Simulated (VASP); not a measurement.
# TiO2 in VASP: single point with PBEsol

Aim: the single point of TiO2 with PBEsol.

All numbers are computed with VASP 6.6.1; they aren't measurements. Logs are shortened: lines on timing, memory, paths and dates and some standing lists are left out, and cuts for length are marked.

## Step 1: Starting point

The cell holds a slab with vacuum, 15 atoms: a = 2.942 Å, b = 4.593 Å, c = 25.983 Å, α = 90.00°, β = 90.00°, γ = 90.00°.

## Step 2: Single point, PBEsol

The input, INCAR:

```
  PREC = Accurate
  ENCUT = 520
  EDIFF = 1E-6
  ISMEAR = 0
  SIGMA = 0.03
  LREAL = F
  LASPH = T
  NELM = 80
  ALGO = Fast
  ISIF = 2
  LWAVE = F
  LCHARG = F
  LDIPOL = T
  IDIPOL = 3
  DIPOL = 0.5 0.5 0.500
  GGA = PS
  NBANDS = 73
  LVHAR = T
  LVACPOTAV = T
  ICORELEVEL = 1
  LUSENCCL = F
```

The input, KPOINTS:

```
Automatic mesh
0
Gamma
  9 6 1
```

The input, POSCAR:

```
TiO2
1.0
    2.9417410000      0.0000000000      0.0000000000
    0.0000000000      4.5927070000      0.0000000000
    0.0000000000      0.0000000000     25.9827698800
O Ti
10 5
Direct
    0.5000000000      0.1956750000      0.2886528300
    0.5000000000      0.8043250000      0.3578277400
    0.0000000000      0.3043250000      0.3770326900
    0.0000000000      0.6956750000      0.4462076000
    0.5000000000      0.1956750000      0.4654125400
    0.5000000000      0.8043250000      0.5345874600
    0.0000000000      0.3043250000      0.5537924000
    0.0000000000      0.6956750000      0.6229673100
    0.5000000000      0.1956750000      0.6421722600
    0.5000000000      0.8043250000      0.7113471700
    0.0000000000      0.0000000000      0.3232402800
    0.5000000000      0.5000000000      0.4116201400
    0.0000000000      0.0000000000      0.5000000000
    0.5000000000      0.5000000000      0.5883798600
    0.0000000000      0.0000000000      0.6767597200
```

Potentials or basis: VASP PAW PBE potentials, release 64 (O, Ti_sv).

On the command line:

```bash
cat potpaw_PBE.64/O/POTCAR potpaw_PBE.64/Ti_sv/POTCAR > POTCAR
mpirun -np 1 vasp_std > vasp.out
```

OUTCAR:

```text
PREC = Accurate
   ENCUT = 520
   EDIFF = 1E-6
   ISMEAR = 0
   LREAL = F
   LASPH = T
   NELM = 80
   ISIF = 2
   GGA = PS

 ion  position               nearest neighbor table
   1  0.500  0.196  0.289-  11 1.94  11 1.94
   2  0.500  0.804  0.358-  11 1.94  11 1.94  12 1.98
   3  0.000  0.304  0.377-  12 1.94  12 1.94  11 1.98
   4  0.000  0.696  0.446-  12 1.94  12 1.94  13 1.98
   5  0.500  0.196  0.465-  13 1.94  13 1.94  12 1.98
   6  0.500  0.804  0.535-  13 1.94  13 1.94  14 1.98
   7  0.000  0.304  0.554-  14 1.94  14 1.94  13 1.98
   8  0.000  0.696  0.623-  14 1.94  14 1.94  15 1.98
   9  0.500  0.196  0.642-  15 1.94  15 1.94  14 1.98
  10  0.500  0.804  0.711-  15 1.94  15 1.94
  11  0.000  0.000  0.323-   1 1.94   1 1.94   2 1.94   2 1.94   3 1.98
  12  0.500  0.500  0.412-   3 1.94   3 1.94   4 1.94   4 1.94   2 1.98   5 1.98
  13  0.000  0.000  0.500-   5 1.94   6 1.94   5 1.94   6 1.94   4 1.98   7 1.98
  14  0.500  0.500  0.588-   8 1.94   8 1.94   7 1.94   7 1.94   9 1.98   6 1.98
  15  0.000  0.000  0.677-  10 1.94  10 1.94   9 1.94   9 1.94   8 1.98

  LATTYP: Found a simple orthorhombic cell.
 ALAT       =     2.9417410000
 B/A-ratio  =     1.5612207193
 C/A-ratio  =     8.8324464594

  Lattice vectors:

 A1 = (   2.9417410000,   0.0000000000,   0.0000000000)
 A2 = (   0.0000000000,   4.5927070000,   0.0000000000)
 A3 = (   0.0000000000,   0.0000000000,  25.9827698800)

Analysis of symmetry for initial positions (statically):
=====================================================================
 Subroutine PRICEL returns:
 Original cell was already a primitive cell.

 Routine SETGRP: Setting up the symmetry group for a
 simple orthorhombic supercell.

 Subroutine GETGRP returns: Found  4 space group operations
 (whereof  4 operations were pure point group operations)
 out of a pool of  8 trial point group operations.

The static configuration has the point symmetry C_2h.

Analysis of symmetry for dynamics (positions and initial velocities):
=====================================================================
 Subroutine PRICEL returns:
 Original cell was already a primitive cell.

 Routine SETGRP: Setting up the symmetry group for a
 simple orthorhombic supercell.

 Subroutine GETGRP returns: Found  4 space group operations
 (whereof  4 operations were pure point group operations)
 out of a pool of  8 trial point group operations.

The dynamic configuration has the point symmetry C_2h.

[... 150 lines left out ...]
 non-spin polarized calculation
 RMM-DIIS sequential band-by-band and
 Gauss-broadening in eV      SIGMA  =   0.03
  energy-cutoff  :      520.00
  volume of cell :      351.04
 maximum number of plane-waves:      9507
 NGX is ok and might be reduce to    24
   NGX = 11   NGY = 17   NGZ = 97

 dipolmoment           0.000000      0.000000      0.000000 electrons x Angstroem

 number of electron     120.0000010 magnetization

 dipolmoment           0.000000      0.000000     -0.000000 electrons x Angstroem

 Free energy of the ion-electron system (eV)
  ---------------------------------------------------
  ext. energy  EPLUGINS =         0.00000000
  ---------------------------------------------------
  free energy    TOTEN  =      -137.51896567 eV

  energy without entropy =     -137.51896567  energy(sigma->0) =     -137.51896567

 the core state eigenenergies are
   1-  1s   -506.0869
   2-  1s   -506.7027
   3-  1s   -506.8616
   4-  1s   -506.7705
   5-  1s   -506.7315
   6-  1s   -506.7315
   7-  1s   -506.7705
   8-  1s   -506.8616
   9-  1s   -506.7027
  10-  1s   -506.0869
  11-  1s  -4864.7716  2s   -533.6755  2p   -440.9417
  12-  1s  -4864.8887  2s   -533.9611  2p   -441.2109
  13-  1s  -4864.8974  2s   -533.9652  2p   -441.2155
  14-  1s  -4864.8887  2s   -533.9611  2p   -441.2109
  15-  1s  -4864.7716  2s   -533.6755  2p   -440.9417

 E-fermi :  -1.8499     XC(G=0):  -5.7549

 val. band max:       -2.1313702891   @ k =   0.0000   0.0000   0.0000
 cond. band min:      -0.0626113193   @ k =   0.0000   0.5000   0.0000
 fundamental gap:      2.0687589698
 Fermi energy:        -1.8499049737

 k-point     1 :       0.0000    0.0000    0.0000
  band No.  band energies     occupation
      1     -58.5867      2.00000
      2     -58.5805      2.00000
      3     -58.5738      2.00000
      4     -58.3234      2.00000
      5     -58.3234      2.00000
      6     -35.0092      2.00000
[... 1489 lines left out ...]
     71       1.7339      0.00000
     72       1.7923      0.00000
 [bands above 72 left out]

------------------------ aborting loop because EDIFF is reached ----------------------------------------

  FORCE on cell =-STRESS in cart. coord.  units (eV):
  Direction    XX          YY          ZZ          XY          YZ          ZX
  --------------------------------------------------------------------------------------
  -------------------------------------------------------------------------------------
  Total       -6.9093283     -4.3071856     -3.0459228      0.0000000      0.5732536      0.0000000
  in kB      -31.5346338    -19.6582813    -13.9017942      0.0000000      2.6163674      0.0000000
  external PRESSURE =     -21.6982364 kB  Pullay stress =       0.0000000 kB

 VOLUME and BASIS-vectors are now :
 -----------------------------------------------------------------------------
  energy-cutoff  :      520.00
  volume of cell :      351.04
      direct lattice vectors                 reciprocal lattice vectors
     2.941741000  0.000000000  0.000000000     0.339934753  0.000000000  0.000000000
     0.000000000  4.592707000  0.000000000     0.000000000  0.217736511  0.000000000
     0.000000000  0.000000000 25.982769880     0.000000000  0.000000000  0.038487044

 POSITION                                       TOTAL-FORCE (eV/Angst)
 -----------------------------------------------------------------------------------
      1.47087      0.89868      7.50000         0.000000     -2.241738      0.992068
      1.47087      3.69403      9.29736         0.000000     -1.100060     -0.048690
      0.00000      1.39768      9.79635        -0.000000     -0.477767     -0.363212
      0.00000      3.19503     11.59371         0.000000     -0.082261     -0.083134
      1.47087      0.89868     12.09271         0.000000     -0.036788      0.035397
      1.47087      3.69403     13.89006         0.000000      0.036788     -0.035397
      0.00000      1.39768     14.38906        -0.000000      0.082261      0.083134
      0.00000      3.19503     16.18642         0.000000      0.477767      0.363212
      1.47087      0.89868     16.68541         0.000000      1.100060      0.048690
      1.47087      3.69403     18.48277         0.000000      2.241738     -0.992068
      0.00000      0.00000      8.39868        -0.000000      3.800832     -0.560452
      1.47087      2.29635     10.69503         0.000000      0.125121     -0.029306
      0.00000      0.00000     12.99138         0.000000      0.000000      0.000000
      1.47087      2.29635     15.28774         0.000000     -0.125121      0.029306
      0.00000      0.00000     17.58409         0.000000     -3.800832      0.560452
 -----------------------------------------------------------------------------------
    total drift:                                0.000000      0.000000      0.000000

  FREE ENERGIE OF THE ION-ELECTRON SYSTEM (eV)
  ---------------------------------------------------
  free  energy   TOTEN  =      -137.5189656656 eV

  energy  without entropy=     -137.5189656656  energy(sigma->0) =     -137.51896567

 vacuum level on the upper side and lower side of the slab         5.417         5.417
```

OSZICAR:

```text
N       E                     dE             d eps       ncg     rms          rms(c)
DAV:   1     0.174984811749E+04    0.17498E+04   -0.61455E+04  3128   0.166E+03
DAV:   2     0.152640020394E+03   -0.15972E+04   -0.15391E+04  3347   0.513E+02
DAV:   3    -0.151260776012E+03   -0.30390E+03   -0.29924E+03  3876   0.216E+02
[... 23 lines left out ...]
RMM:  27    -0.137518960826E+03   -0.30921E-05   -0.21491E-05  3560   0.128E-02    0.347E-03
RMM:  28    -0.137518961844E+03   -0.10172E-05   -0.15931E-05  3458   0.114E-02    0.401E-03
RMM:  29    -0.137518963483E+03   -0.16397E-05   -0.10886E-05  3290   0.101E-02    0.299E-03
RMM:  30    -0.137518964680E+03   -0.11965E-05   -0.88673E-06  3491   0.936E-03    0.261E-03
RMM:  31    -0.137518965666E+03   -0.98576E-06   -0.64882E-06  3280   0.829E-03
   1 F= -.13751897E+03 E0= -.13751897E+03  d E =-.186351E-41
```

Wall time 16 min (1 × NVIDIA H100 80GB with 1 thread of AMD EPYC 7R13 (Zen 3), shared host); peak memory 1.6 GiB.

What came out:

- Free energy: -137.5190 eV
- Largest force: 3.842 eV/Å
- Band gap on the k mesh: 2.07 eV, indirect (least direct gap 2.10 eV)
- Ionisation potential of the upper face: 7.55 eV

Forces in eV/Å, atoms in the order of the input:
```
O    0.000 -2.242  0.992
O    0.000 -1.100 -0.049
O    0.000 -0.478 -0.363
O    0.000 -0.082 -0.083
O    0.000 -0.037  0.035
O    0.000  0.037 -0.035
O    0.000  0.082  0.083
O    0.000  0.478  0.363
O    0.000  1.100  0.049
O    0.000  2.242 -0.992
Ti   0.000  3.801 -0.560
Ti   0.000  0.125 -0.029
Ti   0.000  0.000  0.000
Ti   0.000 -0.125  0.029
Ti   0.000 -3.801  0.560
```

Levels at points of the mesh, in eV from the valence-band top:
```csv
k point,band 58,band 59,band 60,band 61,band 62,band 63
"(0.00, 0.00, 0.00)",-0.28,-0.03,0.00,2.10,2.42,2.48
"(0.00, 0.50, 0.00)",-0.41,-0.39,-0.37,2.07,2.36,2.42
```

Core levels (eV, on the scale of the bands):
```
atom     levels
 1 O  1s -506.1
 2 O  1s -506.7
 3 O  1s -506.9
 4 O  1s -506.8
 5 O  1s -506.7
 6 O  1s -506.7
```

Caveat: the PAW data sets were made with another functional, which shifts forces and pressure a little.
